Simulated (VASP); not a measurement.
# Mg7Se8 (a cell with a defect): single point with PBE

Mg7Se8 (a cell with a defect):

```
CELL_PARAMETERS angstrom
0.00000 5.45663 5.45663
5.45663 0.00000 5.45663
5.45663 5.45663 0.00000
ATOMIC_POSITIONS crystal
Mg 0.99568 0.02800 0.98125
Mg 0.98359 0.00781 0.50914
Mg 0.03731 0.48654 0.98787
Mg 0.99568 0.47992 0.52933
Mg 0.50006 0.00781 0.50914
Mg 0.48889 0.48654 0.98787
Mg 0.55317 0.69646 0.19780
Se 0.25165 0.23966 0.25764
Se 0.25877 0.24744 0.74877
Se 0.18610 0.76756 0.26888
Se 0.25165 0.75631 0.74099
Se 0.73416 0.28569 0.24659
Se 0.74563 0.24744 0.74877
Se 0.77807 0.76756 0.26888
Se 0.73415 0.74526 0.78704
```

```json
{"Program": "VASP 6.6.1", "Task": "single point", "Functional": "PBE", "Potentials or basis": "VASP PAW PBE potentials, release 64 (Mg, Se)", "Cutoff": "520 eV", "k mesh": "2 × 2 × 2", "Occupations": "fermi-dirac, width 0.05 eV", "Spin": "no spin polarisation", "Dipole correction": "no", "Further INCAR settings": "LREAL = Auto; ALGO = Normal; EDIFF = 1e-06; NBANDS = 44"}
```

```yaml
Pressure: 3.1 GPa
Largest_force: 0.045 eV/Å
Band_gap_on_the_k_mesh: none (metal or under the smearing width)
```

Forces in eV/Å, atoms in the order of the input:
```
Mg  -0.005 -0.005  0.005
Mg  -0.004  0.002  0.001
Mg   0.018  0.000 -0.002
Mg  -0.004  0.007 -0.007
Mg  -0.004 -0.001 -0.002
Mg   0.018  0.002  0.000
Mg  -0.045  0.001 -0.001
Se   0.006 -0.007  0.007
Se  -0.016 -0.002 -0.004
Se   0.009 -0.016 -0.011
Se   0.006  0.007 -0.007
Se   0.014  0.019 -0.019
Se  -0.016  0.004  0.002
Se   0.009  0.011  0.016
Se   0.015 -0.023  0.023
```

Stress tensor (GPa, compression positive):
```
1.99 0.00 0.00
0.00 3.62 1.50
0.00 1.50 3.62
```

Levels at points of the mesh, in eV from the Fermi level:
```tsv
k point	band 28	band 29	band 30	band 31	band 32	band 33	band 34	band 35
(0.00, 0.00, 0.00)	-0.22	-0.11	0.13	0.18	0.20	1.87	2.13	3.24
(0.50, 0.00, 0.00)	-0.63	-0.30	-0.16	0.02	0.02	3.19	3.57	3.74
(0.00, 0.50, 0.00)	-0.78	-0.25	-0.16	-0.03	0.00	3.45	3.68	3.75
(0.00, 0.00, 0.50)	-0.78	-0.25	-0.16	-0.03	0.00	3.45	3.68	3.75
(0.50, 0.50, 0.00)	-0.72	-0.66	-0.59	-0.13	-0.06	4.09	4.15	4.71
(0.00, 0.50, 0.50)	-0.61	-0.55	-0.53	-0.25	-0.16	4.05	4.35	4.36
```

Wall time 2.3 min on 1 thread of Intel(R) Xeon(R) Platinum 8488C (Sapphire Rapids), with other jobs on the host, peak memory 0.47 GiB.

Caveat: the k mesh is coarse (spacing up to 0.50 Å⁻¹), so the values aren't converged.
